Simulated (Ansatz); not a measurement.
Input deck for Ansatz 0.2.0, then the block of the output on the nuclei.

The cell is a structure deposited in the COD, relaxed with PBE at fixed cell and then changed (z compressed by 1 %, ions relaxed).

```yaml
crystal:
  lattice:
    - [0.0, 2.93435, 2.9050065]
    - [2.93435, 0.0, 2.9050065]
    - [2.93435, 2.93435, 0.0]
  atoms:
    - { symbol: In, position: [0.0, 0.0, 0.0] }
    - { symbol: P, position: [0.25, 0.25, 0.25] }
kpoints:
  mp_grid: { grid: [13, 13, 13] }
scf:
  occupations: { method: fermi_dirac, width: 0.02 }
hamiltonian:
  xc: pbe
  pseudopotentials: { kind: paw }
output:
  forces: true
  stress: true
  populations: true
  efg: { quadrupole_moments_barn: { In: 0.772 }, contact_densities: true }
  write_density: true
  write_potential: true
  elf: true
  volumetric_format: npy
relax:
  f_tol: 0.02
  max_steps: 60
```

```sh
ansatz run input.yaml --threads 1 --pin off --max-ram 3072MiB --backend cpu --events-out ev --progress --plain --runs-dir out
```

The run relaxes the ions first, and the block belongs to the relaxed positions.

Of the output, the block on the nuclei alone is shown; the set-up, the SCF iterations, energies, forces and stress are cut. One atom of each set with nearly equal values is shown.

```
--- PAW observables at the nuclei: V_zz in 10²¹ V/m², potentials from the cell's mean, atoms counted from 1 ---
  atom   1  In V_zz =    +0.399132   η = 0.0000   by run symmetry: allowed   C_q = +7.4506 MHz
            electrostatic potential = -7936.622321 V   contact ρ = 1133002.385555 e/Å³
  atom   2  P  V_zz =    -0.127693   η = 0.0000   by run symmetry: allowed
            electrostatic potential = -1495.358968 V   contact ρ = 16020.349340 e/Å³
```

The relaxation (1 step) took 19 s of wall time (16 s of CPU time) and 0.56 GiB at its peak, on 1 thread of Intel Xeon Platinum 8488C (Sapphire Rapids) (x86_64; 16 cores open to the job, memory cap 3.0 GiB, no GPU), a shared host with a load of 0.4 a core.

Without spin–orbit coupling (the program notes it for In) the gradients can shift somewhat, as the gap is small.
